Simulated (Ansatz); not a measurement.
CdSe under changes of volume

One of the cells (28.942 Å³/atom); the others are scaled copies at fixed shape and fractional positions:

```
Cd Se
1.0
     0.00000    3.07027    3.07027
     3.07027    0.00000    3.07027
     3.07027    3.07027    0.00000
Cd Se
1 1
Cartesian
  0.0000 0.0000 0.0000
  1.5351 1.5351 1.5351
```

Measurements of this composition are mostly on another form, of space group No. 186.

| Quantity | Value |
| --- | --- |
| Program | Ansatz 0.2.0 |
| Functional | PBE |
| Dispersion | D3(BJ) |
| Potentials or basis | Ansatz PAW |
| Cutoff | 420 eV (not typed: the program's choice for these potentials) |
| k mesh | 8 × 8 × 8 |
| Occupations | fermi-dirac, width 0.05 eV |
| Spin | no spin polarisation |

| volume (Å³/atom) | energy over the lowest point (meV/atom) | pressure (GPa) | gap on the mesh (eV) |
| --- | --- | --- | --- |
| 27.206 | ? | ? | ? |
| 27.784 | 3.07 | 1.4 | 0.63 |
| 28.363 | 0.00 | 0.3 | 0.59 |
| 28.942 | 0.74 | -0.7 | 0.55 |
| 29.521 | 4.85 | -1.6 | 0.51 |
| 30.100 | 12.00 | -2.4 | 0.47 |
| 30.679 | 21.83 | -3.1 | 0.43 |

Task: What does the run at 27.206 Å³/atom give?

Result: Energy over the lowest point 10.41 meV/atom; pressure 2.7 GPa; gap on the mesh 0.68 eV.

Worked out: A Birch-Murnaghan fit of order 3 (a polynomial in V^(-2/3)) to the other rows has its minimum at 28.53 Å³/atom with B0 = V·E''(V) = 50 GPa and B' = 4.7. It gives 10.39 meV/atom at 27.206 Å³/atom, against the run's 10.41, and -dE/dV = 2.7 GPa, against 2.7. A straight line through the other rows of the gap, of slope -2.02 eV per unit of ln V (its deformation potential), extrapolates to 0.67 eV, against the run's 0.68.

Energies are extrapolated to zero smearing.

Spin-orbit coupling on Cd, Se is left out.
